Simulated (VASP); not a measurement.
## A VASP 6.6.1 single-point calculation on CdF2

INCAR

```
EDIFF = 1E-7
NSW = 0
LCHARG = .FALSE.
IBRION = -1
ENCUT = 520
NELM = 120
SIGMA = 0.02
IVDW = 10
ISIF = 2
LWAVE = .FALSE.
PREC = Accurate
NBANDS = 20
LASPH = .TRUE.
ISMEAR = -1
GGA = PE
LREAL = .FALSE.
```

KPOINTS

```
KPOINTS created by Atomic Simulation Environment
0
Gamma
8 8 8
0 0 0
```

POSCAR

```
Cd F
 1.0000000000000000
    -0.0538835536000000    2.6402941273999998    2.6402941273999998
     2.6402941273999998   -0.0538835536000000    2.6402941273999998
     2.6402941273999998    2.6402941273999998   -0.0538835536000000
 Cd  F
   1   2
Cartesian
 -0.0000000000000000 -0.0000000000000000 -0.0000000000000000
  1.3150569201626592  1.3150569201626592  1.3150569201626592
  3.9116477810373400  3.9116477810373400  3.9116477810373409
```

The recommended PBE PAW datasets give the neutral cell 26 valence electrons.

Command

```
mpirun -np 1 vasp_std
```

OSZICAR

```
N       E                     dE             d eps       ncg     rms          rms(c)
DAV:   1     0.197278383492E+03    0.19728E+03   -0.15631E+04  2688   0.133E+03
DAV:   2    -0.431760726405E+01   -0.20160E+03   -0.19387E+03  2824   0.347E+02
DAV:   3    -0.124300459557E+02   -0.81124E+01   -0.80926E+01  2996   0.761E+01
DAV:   4    -0.124633841593E+02   -0.33338E-01   -0.33337E-01  2768   0.504E+00
DAV:   5    -0.124635034117E+02   -0.11925E-03   -0.11925E-03  2980   0.268E-01    0.107E+01
DAV:   6    -0.107603623117E+02    0.17031E+01   -0.38467E+00  3300   0.366E+01    0.786E+00
DAV:   7    -0.108066427403E+02   -0.46280E-01   -0.87644E-01  2688   0.851E+00    0.449E+00
DAV:   8    -0.108011938805E+02    0.54489E-02   -0.12554E-01  2684   0.345E+00    0.688E-01
DAV:   9    -0.107930410671E+02    0.81528E-02   -0.31342E-02  3184   0.233E+00    0.846E-02
DAV:  10    -0.107936142351E+02   -0.57317E-03   -0.28187E-03  2684   0.567E-01    0.117E-01
DAV:  11    -0.107937089083E+02   -0.94673E-04   -0.10041E-04  2844   0.945E-02    0.333E-02
DAV:  12    -0.107937272411E+02   -0.18333E-04   -0.24194E-05  2680   0.470E-02    0.183E-02
DAV:  13    -0.107937290330E+02   -0.17919E-05   -0.64556E-06  2844   0.207E-02    0.297E-03
DAV:  14    -0.107937288806E+02    0.15241E-06   -0.55070E-07  2864   0.909E-03    0.579E-04
DAV:  15    -0.107937289104E+02   -0.29818E-07   -0.53611E-08  2256   0.237E-03
   1 F= -.11542573E+02 E0= -.11542573E+02  d E =-.216460E-11
```

From OUTCAR

```
k-points           NKPTS =     65   k-points in BZ     NKDIM =     65   number of bands    NBANDS=     20

   NELECT =      26.0000    total number of electrons

   dimension x,y,z NGX =    28 NGY =   28 NGZ =   28
   dimension x,y,z NGXF=    56 NGYF=   56 NGZF=   56

  energy-cutoff  :      520.00
  volume of cell :       37.94
      direct lattice vectors                 reciprocal lattice vectors
    -0.053883554  2.640294127  2.640294127    -0.183672133  0.187498636  0.187498636
     2.640294127 -0.053883554  2.640294127     0.187498636 -0.183672133  0.187498636
     2.640294127  2.640294127 -0.053883554     0.187498636  0.187498636 -0.183672133

 k-points in reciprocal lattice and weights: KPOINTS created by Atomic Simulation Env
   0.00000000  0.00000000  0.00000000       0.002
   0.12500000  0.00000000  0.00000000       0.012
   0.25000000  0.00000000  0.00000000       0.012
   0.37500000  0.00000000  0.00000000       0.012
   0.50000000  0.00000000  0.00000000       0.006
   0.12500000  0.12500000  0.00000000       0.012
   0.25000000  0.12500000 -0.00000000       0.023
   0.37500000  0.12500000  0.00000000       0.023
   ...

 E-fermi :  -0.6210

 k-point     1 :       0.0000    0.0000    0.0000
  band No.  band energies     occupation
      1     -22.0571      2.00000
      2     -20.8653      2.00000
      3      -6.8017      2.00000
      4      -6.7917      2.00000
      5      -6.7917      2.00000
      6      -5.4504      2.00000
      7      -5.4504      2.00000
      8      -2.1773      2.00000
      9      -2.1020      2.00000
     10      -2.1020      2.00000
     11      -1.5735      2.00000
     12      -1.5735      2.00000
     13      -1.4683      2.00000
     14       2.0999      0.00000
     15      11.5868      0.00000
     16      11.5868      0.00000
     17      12.1588      0.00000
     18      16.8392      0.00000
     19      19.0457      0.00000
     20      19.0457      0.00000

 k-point     2 :       0.1250    0.0000    0.0000
  band No.  band energies     occupation
      1     -22.0042      2.00000
      2     -20.9132      2.00000
      3      -6.7398      2.00000
      4      -6.7290      2.00000
      5      -6.6151      2.00000
      6      -5.4708      2.00000
      7      -5.4693      2.00000
      8      -2.5956      2.00000
      9      -2.2578      2.00000
     10      -2.2206      2.00000
     11      -1.6853      2.00000
     12      -1.5533      2.00000
     13      -1.4749      2.00000
     14       2.6831      0.00000
     15      10.9557      0.00000
     16      11.8367      0.00000
     17      12.3341      0.00000
     18      17.8506      0.00000
     19      18.6192      0.00000
     20      18.7367      0.00000

 k-point     3 :       0.2500    0.0000    0.0000
  band No.  band energies     occupation
      1     -21.8602      2.00000
      2     -21.0439      2.00000
      3      -6.5989      2.00000
      4      -6.5822      2.00000
      5      -6.1348      2.00000
      6      -5.4904      2.00000
      7      -5.4838      2.00000
      8      -3.3563      2.00000
      9      -2.5312      2.00000
     10      -2.5240      2.00000
     11      -2.2203      2.00000
     12      -1.5035      2.00000
     13      -1.4679      2.00000
     14       4.0017      0.00000
     15       9.8211      0.00000
     16      12.4922      0.00000
     17      12.9095      0.00000
     18      17.8880      0.00000
     19      18.1854      0.00000
     20      18.8185      0.00000

 ...

  Total       1.34989     1.34989     1.34989     0.13434     0.13434     0.13434
  in kB      57.00722    57.00722    57.00722     5.67314     5.67314     5.67314
  external pressure =       57.01 kB  Pullay stress =        0.00 kB

 POSITION                                       TOTAL-FORCE (eV/Angst)
 -----------------------------------------------------------------------------------
      0.00000      0.00000      0.00000         0.000000     -0.000000     -0.000000
      1.31506      1.31506      1.31506         0.009860      0.009860      0.009860
      3.91165      3.91165      3.91165        -0.009860     -0.009860     -0.009860
 -----------------------------------------------------------------------------------
    total drift:                               -0.000000     -0.000000      0.000000

  FREE ENERGIE OF THE ION-ELECTRON SYSTEM (eV)
  ---------------------------------------------------
  free  energy   TOTEN  =       -11.5425728565 eV

  energy  without entropy=      -11.5425728565  energy(sigma->0) =      -11.54257286
```

It converged. Results: gap between bands v and c on the k mesh 3.18 eV; least direct gap on the k mesh 3.57 eV; pressure 5.7 GPa. Band v is the last that the valence electrons fill when counted band by band, and c is the next.

For comparison, a separate PBE run of the intended cell, on usual settings and not on those above, gives a gap of 3.18 eV on its mesh and a pressure of 10.2 GPa.

The run above took about 31 s on one core of a shared host (Intel Xeon Platinum 8488C) and held 0.18 GiB at most.
